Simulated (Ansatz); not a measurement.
A crystal relaxed with r2SCAN+rVV10 in Ansatz has space group P-3m1 (No. 164) and a = 3.674 Å, c = 5.857 Å.

```tsv
atom	site	x	y	z
Xx	1a	0.0000	0.0000	0.0000
S	2d	0.3333	0.6667	0.2462
```

The r2SCAN gap is indirect, 1.18 eV (k = (-0.089, 0.042, 0) to L), below the direct gap of 1.81 eV at Γ. The HSE06 gap is indirect, 1.67 eV (k = (-0.089, 0.042, 0) to L), below the direct gap of 2.38 eV at Γ. The PBE0 gap is indirect, 2.35 eV (k = (-0.089, 0.042, 0) to L), below the direct gap of 3.07 eV at Γ. Meshes: r2SCAN 12×12×4, HSE06 6×6×4, PBE0 6×6×4. r2SCAN's ε∞ is 9.6 along x and y, 5.1 along z.

Q: Which element is Xx?
A. Zr
B. Hf
C. Sn
D. Ti

A: A. Xx is Zr: ZrS2 in the CdI2-type structure. Around Zr lie 6 S at 2.57 Å; around S lie 3 Zr at 2.57 Å.

Spin-unpolarised throughout; all numbers are computed.

Where an edge lies off the special points, it is a point of the mesh or the k point where a search put PBE's edge or least direct gap, reused for the other functionals, whose own edges may lie a little apart.

Coordinates of k points refer to the reciprocal vectors of the primitive cell of the runs.

The meshes of the hybrids are coarse, so their gaps aren't converged to the digits shown.
